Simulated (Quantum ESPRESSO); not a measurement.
Crystal: Ge.

```xyz
2
Lattice="1.4881 -2.5947 0.0000 1.4881 2.5947 0.0000 0.0000 0.0000 4.7276" Properties=species:S:1:pos:R:3 pbc="T T T"
Ge    1.4881    0.8643    1.1819
Ge    1.4881   -0.8643    3.5457
```

This isn't the form of Ge at room conditions, which is diamond.

Base run:

- Program: Quantum ESPRESSO 7.5
- Functional: PBEsol
- Potentials or basis: PseudoDojo 0.4.1 SR PBEsol standard
- Cutoff: 1061 eV
- Density cutoff: 4245 eV
- k mesh: 10 × 10 × 6
- Occupations: fermi-dirac, width 0.05 eV
- Spin: no spin polarisation

Its results: band gap on the k mesh none (metal or under the smearing width); pressure 0.5 GPa.

Task: The run is repeated on the same cell with these changes: functional from PBEsol to PBE; potentials or basis from PseudoDojo 0.4.1 SR PBEsol standard to SSSP 1.3 efficiency PBE; cutoff from 1061 eV to 748 eV; density cutoff from 4245 eV to 5987 eV. What comes out?

Result: Band gap on the k mesh none (metal or under the smearing width); pressure 4.2 GPa.
